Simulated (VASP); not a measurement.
## What goes wrong when the modes of SiC (Moissanite) are computed with a bad input

Aim: see how common mistakes in a phonon run show up, on SiC (Moissanite). The starting structure is a measured crystal structure from the Crystallography Open Database.

Main program and level: VASP 6.6.1; Kohn-Sham DFT with plane waves and PAW; LDA.

**1. Set-up**

It takes space group P6_3mc (No. 186, hexagonal). The conventional cell has a = 3.076 Å, b = 3.076 Å, c = 5.048 Å, α = 90.00°, β = 90.00°, γ = 120.00°. Nearest to Si lie 4 C at 1.87 to 1.94 Å. Nearest to C lie 4 Si at 1.87 to 1.94 Å. Farther neighbours are not listed.

**2. Reference modes**

The cell comes from a relaxation at this level, not shown (40.65 Å³).

The input, INCAR:

```
SYSTEM = SiC
PREC = Accurate
ENCUT = 520
EDIFF = 1E-08
NELM = 100
ISMEAR = 0
SIGMA = 0.03
LREAL = .FALSE.
ALGO = Normal
GGA = CA
NBANDS = 14
LORBIT = 11
LWAVE = .FALSE.
LCHARG = .FALSE.
KPAR = 8
IBRION = 8
LEPSILON = .TRUE.
LPEAD = .TRUE.
ISIF = 2
```

The input, POSCAR:

```
SiC
1.0
    3.0580883953      0.0000000000      0.0000000000
   -1.5290441976      2.6483822373      0.0000000000
    0.0000000000      0.0000000000      5.0190806236
Si C
2 2
Direct
    0.6666666667      0.3333333333      0.5046005286
    0.3333333333      0.6666666667      0.0046005286
    0.6666666667      0.3333333333      0.8803994714
    0.3333333333      0.6666666667      0.3803994714
```

The input, KPOINTS:

```
Automatic mesh
0
Gamma
12 12 6
0 0 0
```

The projector-augmented-wave data sets are Si and C (LDA family, release 64).

Command:

```sh
mpirun -np 8 vasp_std
```

Log:

```text
[banner, memory and clock lines left out]
running    8 mpi-ranks, on    1 nodes
 distrk:  each k-point on    1 cores,    8 groups
 distr:  one band on    1 cores,    1 groups

 POSCAR found type information on POSCAR SiC
 POSCAR found :  2 types and       4 ions
|                                                                             |
|           W    W    AA    RRRRR   N    N  II  N    N   GGGG   !!!           |
|           W    W   A  A   R    R  NN   N  II  NN   N  G    G  !!!           |
|           W    W  A    A  R    R  N N  N  II  N N  N  G       !!!           |
|           W WW W  AAAAAA  RRRRR   N  N N  II  N  N N  G  GGG   !            |
|           WW  WW  A    A  R   R   N   NN  II  N   NN  G    G                |
|           W    W  A    A  R    R  N    N  II  N    N   GGGG   !!!           |
|                                                                             |
|     For optimal performance we recommend to set                             |
|       NCORE = 2 up to number-of-cores-per-socket                            |
|     NCORE specifies how many cores store one orbital (NPAR=cpu/NCORE).      |
|     This setting can greatly improve the performance of VASP for DFT.       |
|     The default, NCORE=1 might be grossly inefficient on modern             |
|     multi-core architectures or massively parallel machines. Do your        |
|     Unfortunately you need to use the default for GW and RPA                |
|     calculations (for HF NCORE is supported but not extensively tested      |
|     yet).                                                                   |
|                                                                             |

 LDA part: xc-table for (Slater(with rela. corr.)+CA(PZ))
 , standard interpolation
 POSCAR, INCAR and KPOINTS ok, starting setup
 FFT: planning ... GRIDC
 FFT: planning ... GRID_SOFT
 FFT: planning ... GRID
 WAVECAR not read
 entering main loop
       N       E                     dE             d eps       ncg     rms          rms(c)
DAV:   1     0.254339387584E+02    0.25434E+02   -0.74121E+03  2128   0.103E+03
DAV:   2    -0.347174767178E+02   -0.60151E+02   -0.54984E+02  2924   0.170E+02
DAV:   3    -0.374444218437E+02   -0.27269E+01   -0.27131E+01  2932   0.346E+01
DAV:   4    -0.374712589462E+02   -0.26837E-01   -0.26830E-01  2440   0.419E+00
DAV:   5    -0.374716077096E+02   -0.34876E-03   -0.34873E-03  2920   0.448E-01    0.131E+01
DAV:   6    -0.334429179518E+02    0.40287E+01   -0.94645E+00  2758   0.188E+01    0.608E+00
DAV:   7    -0.333202588766E+02    0.12266E+00   -0.11873E+00  2938   0.674E+00    0.247E+00
DAV:   8    -0.332814769544E+02    0.38782E-01   -0.66993E-02  2542   0.166E+00    0.725E-01
DAV:   9    -0.332759914956E+02    0.54855E-02   -0.91469E-03  2560   0.669E-01    0.119E-01
DAV:  10    -0.332760424402E+02   -0.50945E-04   -0.51785E-04  2698   0.160E-01    0.627E-02
DAV:  11    -0.332760460018E+02   -0.35616E-05   -0.15865E-05  2716   0.334E-02    0.188E-02
DAV:  12    -0.332760448486E+02    0.11532E-05   -0.29561E-06  2686   0.108E-02    0.655E-03
DAV:  13    -0.332760445112E+02    0.33743E-06   -0.12960E-06  2812   0.672E-03    0.140E-03
DAV:  14    -0.332760445290E+02   -0.17774E-07   -0.56642E-08  2554   0.188E-03    0.571E-04
DAV:  15    -0.332760445327E+02   -0.37362E-08   -0.56097E-10  1556   0.208E-04
   1 F= -.33276045E+02 E0= -.33276045E+02  d E =-.878041E-23
 Linear response reoptimize wavefunctions to high precision
DAV:   1    -0.332760445332E+02   -0.46566E-09   -0.34409E-10  1898   0.124E-04
DAV:   2    -0.332760445331E+02    0.31832E-10   -0.43711E-11  1346   0.547E-05
 Linear response to external field (no local field effect), progress :
  Direction:   1
       N       E                     dE             d eps       ncg     rms          rms(c)
RMM:   1    -0.541687365342E+00   -0.54169E+00   -0.20685E+00  1823   0.349E+00
RMM:   2    -0.557233286777E+00   -0.15546E-01   -0.64818E-03  1824   0.545E-01
RMM:   3    -0.557337688566E+00   -0.10440E-03   -0.12345E-04  1824   0.558E-02
RMM:   4    -0.557340396676E+00   -0.27081E-05   -0.32347E-06  1824   0.921E-03
RMM:   5    -0.557340475310E+00   -0.78634E-07   -0.12685E-07  1800   0.150E-03
RMM:   6    -0.557340479119E+00   -0.38093E-08   -0.23332E-08  1111   0.294E-04
 change of polarisation eV/A/(eV/A) component  1 :     1.115    -0.505    -0.184
 dielectric tensor                  component  1 :     5.962    -2.250    -0.820
 Linear response to external field (no local field effect), progress :
  Direction:   2
       N       E                     dE             d eps       ncg     rms          rms(c)
RMM:   1    -0.821706234923E+00   -0.82171E+00   -0.33270E+00  1822   0.387E+00
RMM:   2    -0.841907932214E+00   -0.20202E-01   -0.78267E-03  1824   0.580E-01
RMM:   3    -0.842019548755E+00   -0.11162E-03   -0.14456E-04  1824   0.577E-02
RMM:   4    -0.842022650967E+00   -0.31022E-05   -0.37707E-06  1824   0.932E-03
RMM:   5    -0.842022743148E+00   -0.92181E-07   -0.15074E-07  1800   0.155E-03
RMM:   6    -0.842022747198E+00   -0.40490E-08   -0.73774E-09  1010   0.304E-04
 change of polarisation eV/A/(eV/A) component  2 :    -0.505     1.684    -0.104
 dielectric tensor                  component  2 :    -2.250     8.497    -0.465
 Linear response to external field (no local field effect), progress :
  Direction:   3
[...]
RMM:   4    -0.737033248740E+00   -0.18001E-01   -0.16520E-02  3946   0.713E-01    0.102E-01
RMM:   5    -0.740219551307E+00   -0.31863E-02   -0.39398E-04  3519   0.138E-01    0.163E-02
RMM:   6    -0.740571328928E+00   -0.35178E-03   -0.69132E-06  3876   0.170E-02    0.634E-03
RMM:   7    -0.740628002577E+00   -0.56674E-04   -0.22159E-07  3917   0.314E-03    0.195E-03
RMM:   8    -0.740674576117E+00   -0.46574E-04   -0.57357E-08  4164   0.152E-03    0.162E-04
RMM:   9    -0.740675541529E+00   -0.96541E-06   -0.75316E-09  4004   0.200E-04    0.608E-05
RMM:  10    -0.740675528455E+00    0.13074E-07   -0.41220E-08  3058   0.646E-05    0.763E-06
 change of polarisation eV/A/(eV/A) component  3 :    -0.182    -0.104     1.405
 dielectric tensor                  component  3 :    -0.812    -0.462     7.254
 Linear response DOF=           4
 Linear response progress:
  Degree of freedom:   1/  4
       N       E                     dE             d eps       ncg     rms          rms(c)
RMM:   1    -0.178238788304E-01   -0.17824E-01   -0.37366E-04 29777   0.965E-01
RMM:   2    -0.151461271556E-01    0.26778E-02   -0.11887E-03 20115   0.241E-01    0.135E-01
RMM:   3    -0.150373502623E-01    0.10878E-03   -0.12460E-04 21022   0.622E-02    0.767E-02
RMM:   4    -0.151021920532E-01   -0.64842E-04   -0.11044E-04 20259   0.569E-02    0.930E-03
RMM:   5    -0.150807314829E-01    0.21461E-04   -0.84508E-08 21656   0.110E-02    0.166E-03
RMM:   6    -0.150812970425E-01   -0.56556E-06   -0.63003E-07 22549   0.133E-03    0.842E-04
RMM:   7    -0.150801680189E-01    0.11290E-05   -0.86433E-07 22738   0.371E-04    0.553E-05
RMM:   8    -0.150801574751E-01    0.10544E-07   -0.31754E-07 22886   0.717E-05    0.229E-05
RMM:   9    -0.150801742619E-01   -0.16787E-07   -0.72981E-08 23102   0.260E-05    0.317E-06
RMM:  10    -0.150801681075E-01    0.61544E-08   -0.29221E-08 23139   0.837E-06    0.121E-06
 first order change of Fermi-energy   0.24171E-06
 force on displaced ion       1 direction 1 : -20.427  -0.001  -0.000
 Born effective charge ion    1 direction 1 :   2.675  -0.000  -0.000
 Linear response progress:
  Degree of freedom:   2/  4
       N       E                     dE             d eps       ncg     rms          rms(c)
RMM:   1    -0.339636810590E-01   -0.33964E-01    0.64032E-02  7323   0.147E+00
RMM:   2    -0.282784983187E-01    0.56852E-02   -0.26058E-03  4612   0.398E-01    0.160E-01
RMM:   3    -0.278221013979E-01    0.45640E-03   -0.72556E-04  4789   0.132E-01    0.836E-02
RMM:   4    -0.276662258724E-01    0.15588E-03   -0.17425E-04  4963   0.687E-02    0.318E-02
RMM:   5    -0.276520177859E-01    0.14208E-04   -0.25731E-05  5055   0.264E-02    0.567E-03
RMM:   6    -0.276584861394E-01   -0.64684E-05    0.12469E-05  4914   0.719E-03    0.172E-03
RMM:   7    -0.276583311030E-01    0.15504E-06    0.45471E-06  5129   0.192E-03    0.505E-04
RMM:   8    -0.276592977902E-01   -0.96669E-06    0.37948E-07  5182   0.651E-04    0.200E-04
RMM:   9    -0.276595783697E-01   -0.28058E-06   -0.68220E-07  5166   0.264E-04    0.356E-05
RMM:  10    -0.276595307718E-01    0.47598E-07   -0.52337E-08  5256   0.709E-05    0.148E-05
RMM:  11    -0.276594854894E-01    0.45282E-07   -0.71381E-08  5309   0.205E-05    0.406E-06
RMM:  12    -0.276594772933E-01    0.81961E-08   -0.21790E-08  5150   0.774E-06    0.107E-06
 first order change of Fermi-energy  -0.34716E+00
 force on displaced ion       1 direction 3 :  -0.000   0.000 -27.629
 Born effective charge ion    1 direction 3 :   0.000   0.000   2.874
 Linear response progress:
  Degree of freedom:   3/  4
       N       E                     dE             d eps       ncg     rms          rms(c)
RMM:   1    -0.127751926632E+00   -0.12775E+00    0.59034E-02 26382   0.208E+00
RMM:   2    -0.124361703030E+00    0.33902E-02   -0.38685E-03 19769   0.436E-01    0.213E-01
RMM:   3    -0.124303834785E+00    0.57868E-04   -0.11550E-03 19251   0.200E-01    0.106E-01
RMM:   4    -0.125371209138E+00   -0.10674E-02   -0.10082E-03 19725   0.171E-01    0.192E-02
RMM:   5    -0.125290194702E+00    0.81014E-04   -0.14419E-05 21463   0.282E-02    0.316E-03
RMM:   6    -0.125328270244E+00   -0.38076E-04   -0.10918E-06 22526   0.555E-03    0.927E-04
RMM:   7    -0.125322720140E+00    0.55501E-05   -0.31760E-07 22838   0.110E-03    0.272E-04
RMM:   8    -0.125323916547E+00   -0.11964E-05    0.18002E-08 22734   0.280E-04    0.455E-05
RMM:   9    -0.125323801010E+00    0.11554E-06    0.34738E-09 23050   0.841E-05    0.841E-06
RMM:  10    -0.125323936049E+00   -0.13504E-06    0.37343E-08 23144   0.332E-05    0.485E-06
RMM:  11    -0.125323883389E+00    0.52659E-07    0.16973E-08 22632   0.168E-05    0.568E-07
RMM:  12    -0.125323892947E+00   -0.95580E-08    0.68887E-09 20962   0.952E-06    0.357E-07
 first order change of Fermi-energy  -0.24176E-04
 force on displaced ion       3 direction 1 : -19.834   0.000  -0.000
 Born effective charge ion    3 direction 1 :  -2.675  -0.000  -0.000
 Linear response progress:
  Degree of freedom:   4/  4
       N       E                     dE             d eps       ncg     rms          rms(c)
RMM:   1    -0.139890479893E+00   -0.13989E+00    0.85921E-02  5984   0.216E+00
RMM:   2    -0.134806983183E+00    0.50835E-02   -0.15487E-03  4613   0.461E-01    0.227E-01
RMM:   3    -0.134401584173E+00    0.40540E-03   -0.24867E-03  4746   0.245E-01    0.112E-01
RMM:   4    -0.134993246746E+00   -0.59166E-03   -0.57668E-04  4741   0.122E-01    0.397E-02
RMM:   5    -0.135187200587E+00   -0.19395E-03   -0.71199E-05  4753   0.358E-02    0.880E-03
RMM:   6    -0.135206156579E+00   -0.18956E-04   -0.59460E-06  5096   0.698E-03    0.236E-03
RMM:   7    -0.135185389196E+00    0.20767E-04   -0.25307E-06  4823   0.307E-03    0.645E-04
RMM:   8    -0.135189088565E+00   -0.36994E-05   -0.54289E-07  5216   0.875E-04    0.187E-04
RMM:   9    -0.135189030852E+00    0.57714E-07    0.11551E-07  5286   0.238E-04    0.549E-05
RMM:  10    -0.135188896610E+00    0.13424E-06   -0.10779E-07  5098   0.911E-05    0.161E-05
RMM:  11    -0.135188943922E+00   -0.47312E-07   -0.15983E-07  5376   0.352E-05    0.399E-06
RMM:  12    -0.135188930193E+00    0.13729E-07    0.10811E-08  5221   0.129E-05    0.171E-06
RMM:  13    -0.135188929438E+00    0.75537E-09   -0.19744E-09  4844   0.751E-06    0.910E-07
 first order change of Fermi-energy   0.34718E+00
 force on displaced ion       3 direction 3 :   0.000  -0.000 -24.765
 Born effective charge ion    3 direction 3 :   0.000   0.000  -2.874
 Born effective charges drift removed
 Linear response finished
```

Elapsed: 10 min, on 8 MPI ranks of AMD EPYC 7R43, shared host; peak memory 5.2 GiB; 82 min of CPU time.

Lines that name or quote the potential files are left out of all logs, and their timing lines are given in words.

(Part 1 of 3 ends here.)

[Lines on the potential files, build, host, timing and source positions are cut from VASP's logs without a mark.]

[Logs are printed without paths, hosts, clocks, repeated set-up lines and the standing remarks that a program may print on its own settings, such as how far it seeks lower states.]

[Hosts, paths, dates, database ids (printed as entryN), source tags and the programs' standing remarks are cut or masked in the printed files.]
